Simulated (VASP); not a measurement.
A run of VASP 6.6.1 is set up as follows.

Contents of INCAR:

```
SYSTEM = CoO
PREC = Accurate ; ENCUT = 500
EDIFF = 1E-6 ; ISMEAR = 0
SIGMA = 0.05 ; LREAL = .False.
LASPH = .True. ; NELM = 100
ALGO = Fast ; ISIF = 2
LWAVE = .False. ; LCHARG = .True.
ISPIN = 2 ; MAGMOM = 2 0
LORBIT = 11 ; LMAXMIX = 4
GGA = RP ; LELF = .True.
LVHAR = .True.
```

KPOINTS

```
regular mesh
0
Gamma
  12 12 12
  0 0 0
```

File POSCAR:

```
CoO
2.9981
   -0.502985223975      0.502985223975      0.702860991194
    0.502985223975     -0.502985223975      0.702860991194
    0.502985223975      0.502985223975     -0.702860991194
Co O
1 1
Direct
    0.0000000000      0.0000000000      0.0000000000
    0.5000000000      0.5000000000      0.0000000000
```

Potentials or basis: VASP PAW PBE potentials, release 64 (Co, O).

Run with:

```sh
$ cat potpaw_PBE.64/Co/POTCAR potpaw_PBE.64/O/POTCAR > POTCAR
$ mpirun -np 1 vasp_std > vasp.out
```

(1) Estimate the net moment.

(2) Estimate the site moments.

(3) What does it give for the pressure?

Results:

(1) 2.95 μB per cell.

(2) Co +2.59; O +0.31 μB.

(3) 5.6 GPa.

Caveat: the PAW data sets were made with another functional, which shifts forces and pressure a little; a cell with one magnetic atom can't hold antiferromagnetic order, which such compounds often take.
